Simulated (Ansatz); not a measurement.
# CoO (Fm-3m) in Ansatz: a series of runs

Runs on CoO. Level: LDA. Tasks: single point, equation of state.

Program: Ansatz 0.2.0. These are calculated values, not measurements. Logs are shortened: lines on timing, memory, paths and dates and some standing lists are left out, and cuts for length are marked.

## 1. The structure

Symmetry: Fm-3m, No. 225, cubic system. The conventional cell has a = 4.263 Å, b = 4.263 Å, c = 4.263 Å, α = 90.00°, β = 90.00°, γ = 90.00°. Around Co (site symmetry m-3m) lie 6 O at 2.13 Å. O (site symmetry m-3m) is surrounded by 6 Co at 2.13 Å.

## 2. Single point, LDA, collinear spin, ferromagnetic start, 9.10 Å³/atom (volume scaled by 0.94)

input.yaml

```yaml
crystal:
  lattice:
    - [0.0, 2.0879877907, 2.0879877907]
    - [2.0879877907, 0.0, 2.0879877907]
    - [2.0879877907, 2.0879877907, 0.0]
  atoms:
    - { symbol: Co, position: [0.0, 0.0, 0.0], spin: 2.0 }
    - { symbol: O, position: [0.5, 0.5, 0.5] }
kpoints:
  mp_grid: { grid: [11, 11, 11] }
scf:
  occupations: { method: fermi_dirac, width: 0.05 }
hamiltonian:
  xc: lda
  pseudopotentials: { kind: all_electron, lapw: { basis_error: 0.001 } }
magnetization:
  spin_polarized: true
output:
  forces: true
  stress: true
  eigenvalues: true
```

Potentials or basis: all-electron LAPW, scalar-relativistic.

Command:

```console
$ ansatz run input.yaml --threads 2 --pin off --max-ram 6144MiB --backend cpu --events-out ev --progress --plain --runs-dir out
```

The log of the run:

```text
Warning: RAYON_NUM_THREADS=2 ignored (pool sized by the plan → 2); use --threads N
LAPW: plane waves up to 9.932 Å⁻¹, error target 1.0e-3 eV per atom; small_component_spin mean_spin; O in spheres of 0.946 Å, 8 of its electrons in bands, Dirac shells []; Co in spheres of 1.142 Å, 17 of its electrons in bands, Dirac shells [] (how accurate: hamiltonian.pseudopotentials.lapw.basis_error, Limitations)
Engine: ansatz 0.2.0, aarch64-unknown-linux-gnu
Pseudopotentials: kind: all_electron
Pseudopotential: Co, LAPW, valence charge 17, lapw/all_electron/scalar/gaussian/Co, Koelling and Harmon's equation, gaussian nucleus
Pseudopotential: O, LAPW, valence charge 8, lapw/all_electron/scalar/gaussian/O, Koelling and Harmon's equation, gaussian nucleus
Functional definition: SPW92
  exchange = slater_x
  correlation = pw_c
Crystal: 2 atoms, lattice volume = 18.206 Å³
Basis set: ecut = 375.82554968394663 eV, 307 PW (Γ), exchange–correlation at level 2
Bands: 18, of which v1, the nominal top of the filled ones, is band 13 counted from 1 (12 counted from 0)
Symmetry: 48 space group operations
Space group: Fm-3m (ITA 225), of the structure as read, at distance tolerance 2.6e-5 Å
Magnetic group: BNS 225.116 (UNI 1618), of the structure as read, at distance tolerance 2.6e-5 Å
k-points: 56 of 1331
Non-local potential: Co, projectors of the file, none
Non-local potential: O, projectors of the file, none
Initial density: superposition of atomic densities (chi_scale 0.1, normalization cell, long waves kept (reshape's long-wave potential 0.00 eV rms))
Starting moments: Σ|m| = 2 μB on 1 of 2 sites
Initial wavefunctions: plane waves of lowest kinetic energy (no species holds an atomic orbital)
Functional: x = slater, c = lda
iter 1 solved again at ethr=5.75e-3 eV; its pass at ethr=1.00e-1 eV (dr2=1.44e0 eV) is discarded
SCF iter   1: F=—  HF=-39889.763427 eV  |F-HF|=—  |Δ(HF+E_count)|=         —  Δρ=5.98e-2 (↑5.92e-2 ↓5.98e-2)  dr2=1.44e0  dr2_m=2.76e-1  M=3.000 μB ∫|m|=3.001 μB  β_m=0.30  ethr=5.75e-3  ⟨swp⟩=2.0  Hψ=13213  notcnv=0
Mixer restart at iter 1: flushing history
preconditioner: auto → none  [metal: Δε(μ)=0.009 eV  Ē_g=14.539 eV  σ=0.050 eV  W_gap=0.05  n_scr=8 (ndim 8)  ℏωp=33.7 eV  f_vac=0.000  D(μ)=3.83/eV (n_scr^D=64)  sad-step TF]
SCF iter   2: F=—  HF=-39888.989890 eV  |F-HF|=—  |Δ(HF+E_count)|=   7.74e-1  Δρ=3.02e-2 (↑3.02e-2 ↓2.23e-2)  dr2=2.56e-1  dr2_m=6.34e-2  M=2.787 μB ∫|m|=2.788 μB  β_m=0.40  ethr=5.74e-3  ⟨swp⟩=2.0  Hψ=6032  notcnv=0
SCF iter   3: F=—  HF=-39888.927030 eV  |F-HF|=—  |Δ(HF+E_count)|=         —  Δρ=1.42e-2 (↑1.42e-2 ↓8.22e-3)  dr2=6.19e-2  dr2_m=1.03e-2  M=2.726 μB ∫|m|=2.731 μB  β_m=0.40  ethr=1.02e-3  ⟨swp⟩=2.0  Hψ=6024  notcnv=0
Mixer restart at iter 3: flushing history
SCF iter   4: F=—  HF=-39888.918639 eV  |F-HF|=—  |Δ(HF+E_count)|=         —  Δρ=6.25e-3 (↑6.25e-3 ↓3.05e-3)  dr2=7.60e-3  dr2_m=2.12e-3  M=2.630 μB ∫|m|=2.636 μB  β_m=0.46  ethr=2.48e-4  ⟨swp⟩=2.0  Hψ=5911  notcnv=0
the basis was enlarged: its passes take 653.9 KiB over the memory plan, 2 of 2 planned eigensolver slots
SCF iter   5: F=—  HF=-39888.927605 eV  |F-HF|=—  |Δ(HF+E_count)|=   8.97e-3  Δρ=4.57e-3 (↑4.57e-3 ↓1.71e-3)  dr2=5.84e-3  dr2_m=8.22e-4  M=2.657 μB ∫|m|=2.663 μB  β_m=0.58  ethr=3.04e-5  ⟨swp⟩=2.0  Hψ=5518  notcnv=0
iter 6 solved again at ethr=1.71e-6 eV; its pass at ethr=2.33e-5 eV (dr2=4.28e-4 eV) is discarded
SCF iter   6: F=—  HF=-39888.929939 eV  |F-HF|=—  |Δ(HF+E_count)|=   2.33e-3  Δρ=2.33e-3 (↑1.36e-3 ↓2.33e-3)  dr2=4.28e-4  dr2_m=5.12e-4  M=2.598 μB ∫|m|=2.607 μB  β_m=0.79  ethr=1.71e-6  ⟨swp⟩=2.0  Hψ=9461  notcnv=0
SCF iter   7: F=—  HF=-39888.930039 eV  |F-HF|=—  |Δ(HF+E_count)|=   9.97e-5  Δρ=7.80e-4 (↑3.72e-4 ↓7.80e-4)  dr2=7.86e-5  dr2_m=4.53e-5  M=2.590 μB ∫|m|=2.598 μB  β_m=0.77  ethr=1.71e-6  ⟨swp⟩=2.0  Hψ=5511  notcnv=0
SCF iter   8: F=—  HF=-39888.930012 eV  |F-HF|=—  |Δ(HF+E_count)|=   2.68e-5  Δρ=1.72e-4 (↑1.19e-4 ↓1.72e-4)  dr2=4.66e-6  dr2_m=2.63e-6  M=2.589 μB ∫|m|=2.598 μB  β_m=0.76  ethr=3.14e-7  ⟨swp⟩=2.0  Hψ=5519  notcnv=0
SCF iter   9: F=—  HF=-39888.930013 eV  |F-HF|=—  |Δ(HF+E_count)|=   1.15e-6  Δρ=1.89e-5 (↑1.58e-5 ↓1.89e-5)  dr2=1.13e-7  dr2_m=1.45e-8  M=2.590 μB ∫|m|=2.598 μB  β_m=0.72  ethr=1.86e-8  ⟨swp⟩=2.4  Hψ=5614  notcnv=0
SCF iter  10: F=—  HF=-39888.930013 eV  |F-HF|=—  |Δ(HF+E_count)|=   6.81e-8  Δρ=1.12e-5 (↑1.11e-5 ↓1.12e-5)  dr2=2.00e-9  dr2_m=1.93e-8  M=2.589 μB ∫|m|=2.598 μB  β_m=0.86  ethr=4.51e-10  ⟨swp⟩=3.0  Hψ=5989  notcnv=0
SCF iter  11: F=—  HF=-39888.930013 eV  |F-HF|=—  |Δ(HF+E_count)|=   6.48e-8  Δρ=4.72e-6 (↑4.72e-6 ↓4.69e-6)  dr2=2.86e-9  dr2_m=3.06e-9  M=2.589 μB ∫|m|=2.598 μB  β_m=0.91  ethr=8.02e-12  ⟨swp⟩=3.0  Hψ=6092  notcnv=0
SCF iter  12: F=-39888.930013 eV  HF=-39888.930013 eV  |F-HF|=1.14e-9  |Δ(HF+E_count)|=   1.16e-9  Δρ=1.40e-6 (↑9.17e-7 ↓1.40e-6)  dr2=4.47e-10  dr2_m=1.42e-10  M=2.589 μB ∫|m|=2.598 μB  ethr=8.02e-12  ⟨swp⟩=2.5  Hψ=5628  notcnv=0
SCF 1 converged in 12 iterations: F = -39888.930013 eV  dr2 = 4.47e-10
SCF converged after 12 iterations
Magnetization: 2.5890 μB (13.7945 up, 11.2055 down)
Absolute magnetization: 2.5976 μB (∫|ρ↑−ρ↓|)
Spin contamination: 0.0096 ħ² per cell (⟨S²⟩ above its minimum at these occupations)
Per-site moments (μB) at R_I (Å): [(2.2913453663314147, 1.142212029568996), (0.27286684462119215, 0.945775730017562)]
Free energy (F): -39888.930013 eV
Harris-Foulkes:  -39888.930013 eV  (|F-HF|=1.14e-9)
Internal energy: -39888.894477 eV  (E = F + TS)
E sigma→0 (E₀):  -39888.912245 eV
Entropy (-TS):   -0.035536 eV (-17.768 meV/atom)
Fermi energy:    15.030266 eV
--- Per-component energies (eV) ---
  E_band       = -1255.015525
  E_kinetic    = 40424.103896
  E_xc         = -1779.913550
  E_electrostatic = -78533.084823  (all electrons and nuclei)
  E_smearing   = -0.035536  (= −TS)
  E_closure    = 0.000000  (closes the sum)
  E_atoms      = -39872.808796  (free atoms, spherical and without spin; not in F)
  Σ components = -39888.930013   (vs F -39888.930013, Δ=0.00e0)
  Basis errors (estimates in eV, not in F): energy 3.8e-4 per atom: plane waves 3.3e-4 (1.8e-4 summed), levels above the bands 7.7e-140, relativity 5.3e-9, radial functions 5.0e-5, core shells 1.4e-8; eigenvalues (radial functions only) 9.1e-7; not estimated: angular momenta, meshes, grids; target (lapw.basis_error) 1.0e-3; muffin-tin radii O 0.946 Å, Co 1.142 Å
--- Forces (eV/Å), atoms counted from 1 ---
  atom   1  Co    -0.00000000     0.00000000     0.00000000
  atom   2  O      0.00000000    -0.00000000     0.00000000
  max |Σ_I F_I| component: 1.46e-29 eV/Å
--- Stress (GPa, compression-positive) ---
      -11.775155       0.000000       0.000000
        0.000000     -11.775155       0.000000
        0.000000       0.000000     -11.775155
  P = ⅓ Tr σ = -11.7752 GPa (-117.752 kbar)
--- Band table (eV; the first three rows and the last of 112) ---
  k-point 0 ↑: bands = ["-488.3566", "-80.8076", "-44.4709", "-44.4709", "-44.4709", "-5.7011", "11.3868", "11.3868", "11.3868", "11.9589", "11.9589", "11.9589", "12.0061", "12.0061", "16.1997", "31.7086", "33.3254", "33.3254"]
  k-point 1 ↑: bands = ["-488.3566", "-80.8071", "-44.4750", "-44.4714", "-44.4714", "-5.6027", "10.5799", "10.7289", "10.7289", "12.0288", "12.0288", "12.2443", "12.6998", "12.6998", "16.7564", "30.2156", "33.0569", "33.0569"]
  k-point 2 ↑: bands = ["-488.3566", "-80.8060", "-44.4861", "-44.4729", "-44.4729", "-5.3272", "9.2330", "9.9419", "9.9419", "12.2060", "12.2060", "12.5103", "13.6007", "13.6007", "17.9344", "28.0740", "31.9809", "31.9809"]
  k-point 55 ↓: bands = ["-488.0788", "-78.1922", "-41.9832", "-41.9804", "-41.9644", "-3.6271", "8.6044", "8.6560", "9.4543", "14.3985", "14.7061", "15.2053", "15.5596", "16.2917", "24.0852", "25.4446", "25.5199", "28.9930"]
```

It took 14 s on 2 threads of Arm Neoverse V1, shared host; peak memory 0.43 GiB.

What came out:

```yaml
Free_energy: -39888.9300 eV
Pressure: -11.8 GPa
Band_gap_on_the_k_mesh: none (metal or under the smearing width)
Net_moment: 2.59 μB per cell
Absolute_moment: 2.60 μB per cell
Site_moments: Co +2.29; O +0.27 μB
```

Caveat: a cell with one magnetic atom can't hold antiferromagnetic order, which such compounds often take; semilocal functionals often make such compounds metallic where correlation or magnetic order opens a gap, which also shifts bond lengths.

## 3. Single point, LDA, collinear spin, ferromagnetic start, 9.30 Å³/atom (volume scaled by 0.96)

input.yaml: that of step 2 with these lines changed.

```diff
@@ -2,5 +2,5 @@
   lattice:
-    - [0.0, 2.0879877907, 2.0879877907]
-    - [2.0879877907, 0.0, 2.0879877907]
-    - [2.0879877907, 2.0879877907, 0.0]
+    - [0.0, 2.1026924146, 2.1026924146]
+    - [2.1026924146, 0.0, 2.1026924146]
+    - [2.1026924146, 2.1026924146, 0.0]
   atoms:
```

Potentials or basis: all-electron LAPW, scalar-relativistic.

Command:

```console
$ ansatz run input.yaml --threads 2 --pin off --max-ram 6144MiB --backend cpu --events-out ev --progress --plain --runs-dir out
```

Run time: 14 s. Hardware: 2 threads of Arm Neoverse V1, shared host; peak memory 0.43 GiB.

Results (log left out):

```
Free energy            : -39888.8993 eV
Pressure               : -13.9 GPa
Band gap on the k mesh : none (metal or under the smearing width)
Net moment             : 2.76 μB per cell
Absolute moment        : 2.77 μB per cell
Site moments           : Co +2.42; O +0.31 μB
```

Caveat: a cell with one magnetic atom can't hold antiferromagnetic order, which such compounds often take; semilocal functionals often make such compounds metallic where correlation or magnetic order opens a gap, which also shifts bond lengths.

## 4. Single point, LDA, collinear spin, ferromagnetic start, 9.49 Å³/atom (volume scaled by 0.98)

input.yaml: that of step 3 with these lines changed.

```diff
@@ -2,5 +2,5 @@
   lattice:
-    - [0.0, 2.1026924146, 2.1026924146]
-    - [2.1026924146, 0.0, 2.1026924146]
-    - [2.1026924146, 2.1026924146, 0.0]
+    - [0.0, 2.1171941998, 2.1171941998]
+    - [2.1171941998, 0.0, 2.1171941998]
+    - [2.1171941998, 2.1171941998, 0.0]
   atoms:
```

Command:

```console
$ ansatz run input.yaml --threads 2 --pin off --max-ram 6144MiB --backend cpu --events-out ev --progress --plain --runs-dir out
```

It took 13 s on 2 threads of Arm Neoverse V1, shared host; peak memory 0.43 GiB.

Results (log left out):

```
Free energy            : -39888.8624 eV
Pressure               : -16.7 GPa
Band gap on the k mesh : none (metal or under the smearing width)
Net moment             : 2.83 μB per cell
Absolute moment        : 2.84 μB per cell
Site moments           : Co +2.47; O +0.33 μB
```

Caveat: a cell with one magnetic atom can't hold antiferromagnetic order, which such compounds often take; semilocal functionals often make such compounds metallic where correlation or magnetic order opens a gap, which also shifts bond lengths.

## 5. Single point, LDA, collinear spin, ferromagnetic start, 9.68 Å³/atom

input.yaml: that of step 4 with these lines changed.

```diff
@@ -2,5 +2,5 @@
   lattice:
-    - [0.0, 2.1171941998, 2.1171941998]
-    - [2.1171941998, 0.0, 2.1171941998]
-    - [2.1171941998, 2.1171941998, 0.0]
+    - [0.0, 2.1315, 2.1315]
+    - [2.1315, 0.0, 2.1315]
+    - [2.1315, 2.1315, 0.0]
   atoms:
```

Command:

```console
$ ansatz run input.yaml --threads 2 --pin off --max-ram 6144MiB --backend cpu --events-out ev --progress --plain --runs-dir out
```

Run time: 13 s. Hardware: 2 threads of Arm Neoverse V1, shared host; peak memory 0.43 GiB.

Results (log left out):

| Item | Value |
| --- | --- |
| Free energy | -39888.8188 eV |
| Pressure | -19.3 GPa |
| Band gap on the k mesh | none (metal or under the smearing width) |
| Net moment | 2.88 μB per cell |
| Absolute moment | 2.89 μB per cell |
| Site moments | Co +2.52; O +0.34 μB |

Caveat: a cell with one magnetic atom can't hold antiferromagnetic order, which such compounds often take; semilocal functionals often make such compounds metallic where correlation or magnetic order opens a gap, which also shifts bond lengths.

## 6. Single point, LDA, collinear spin, ferromagnetic start, 9.88 Å³/atom (volume scaled by 1.02)

input.yaml: that of step 5 with these lines changed.

```diff
@@ -2,5 +2,5 @@
   lattice:
-    - [0.0, 2.1315, 2.1315]
-    - [2.1315, 0.0, 2.1315]
-    - [2.1315, 2.1315, 0.0]
+    - [0.0, 2.1456163054, 2.1456163054]
+    - [2.1456163054, 0.0, 2.1456163054]
+    - [2.1456163054, 2.1456163054, 0.0]
   atoms:
```

Potentials or basis: all-electron LAPW, scalar-relativistic.

Command:

```console
$ ansatz run input.yaml --threads 2 --pin off --max-ram 6144MiB --backend cpu --events-out ev --progress --plain --runs-dir out
```

It took 13 s on 2 threads of Arm Neoverse V1, shared host; peak memory 0.42 GiB.

It converged, with:

* Free energy: -39888.7692 eV
* Pressure: -21.6 GPa
* Band gap on the k mesh: none (metal or under the smearing width)
* Net moment: 2.93 μB per cell
* Absolute moment: 2.94 μB per cell
* Site moments: Co +2.55; O +0.35 μB

Caveat: a cell with one magnetic atom can't hold antiferromagnetic order, which such compounds often take; semilocal functionals often make such compounds metallic where correlation or magnetic order opens a gap, which also shifts bond lengths.

## 7. Single point, LDA, collinear spin, ferromagnetic start, 10.07 Å³/atom (volume scaled by 1.04)

input.yaml: that of step 6 with these lines changed.

```diff
@@ -2,5 +2,5 @@
   lattice:
-    - [0.0, 2.1456163054, 2.1456163054]
-    - [2.1456163054, 0.0, 2.1456163054]
-    - [2.1456163054, 2.1456163054, 0.0]
+    - [0.0, 2.1595492692, 2.1595492692]
+    - [2.1595492692, 0.0, 2.1595492692]
+    - [2.1595492692, 2.1595492692, 0.0]
   atoms:
```

Command:

```console
$ ansatz run input.yaml --threads 2 --pin off --max-ram 6144MiB --backend cpu --events-out ev --progress --plain --runs-dir out
```

Run time: 13 s. Hardware: 2 threads of Arm Neoverse V1, shared host; peak memory 0.42 GiB.

The run converged. Its results:

```yaml
Free_energy: -39888.7142 eV
Pressure: -23.8 GPa
Band_gap_on_the_k_mesh: none (metal or under the smearing width)
Net_moment: 2.97 μB per cell
Absolute_moment: 2.98 μB per cell
Site_moments: Co +2.58; O +0.36 μB
```

Caveat: a cell with one magnetic atom can't hold antiferromagnetic order, which such compounds often take; semilocal functionals often make such compounds metallic where correlation or magnetic order opens a gap, which also shifts bond lengths.

## 8. Single point, LDA, collinear spin, ferromagnetic start, 10.27 Å³/atom (volume scaled by 1.06)

input.yaml: that of step 7 with these lines changed.

```diff
@@ -2,5 +2,5 @@
   lattice:
-    - [0.0, 2.1595492692, 2.1595492692]
-    - [2.1595492692, 0.0, 2.1595492692]
-    - [2.1595492692, 2.1595492692, 0.0]
+    - [0.0, 2.173304731, 2.173304731]
+    - [2.173304731, 0.0, 2.173304731]
+    - [2.173304731, 2.173304731, 0.0]
   atoms:
```

Command:

```console
$ ansatz run input.yaml --threads 2 --pin off --max-ram 6144MiB --backend cpu --events-out ev --progress --plain --runs-dir out
```

It took 13 s on 2 threads of Arm Neoverse V1, shared host; peak memory 0.42 GiB.

The run converged. Its results:

```yaml
Free_energy: -39888.6540 eV
Pressure: -25.9 GPa
Band_gap_on_the_k_mesh: none (metal or under the smearing width)
Net_moment: 2.98 μB per cell
Absolute_moment: 3.00 μB per cell
Site_moments: Co +2.60; O +0.37 μB
```

Caveat: a cell with one magnetic atom can't hold antiferromagnetic order, which such compounds often take; semilocal functionals often make such compounds metallic where correlation or magnetic order opens a gap, which also shifts bond lengths.

## 9. Equation of state, LDA, collinear spin, ferromagnetic start

Potentials or basis: all-electron LAPW, scalar-relativistic.

No new run: the results of the series are fitted here.

What came out:

```yaml
Equilibrium_volume: "8.44 Å³/atom (rough: see the caveat)"
Bulk_modulus: 155 GPa (rough)
```

Energy against volume, from the lowest point:
```csv
volume (Å³/atom),energy (meV/atom)
9.103,0.00
9.297,15.34
9.490,33.82
9.684,55.63
9.878,80.40
10.071,107.92
10.265,138.01
```

Caveat: the fit is doubtful: noisy points or a state that changes with volume; the minimum lies outside the volumes run.
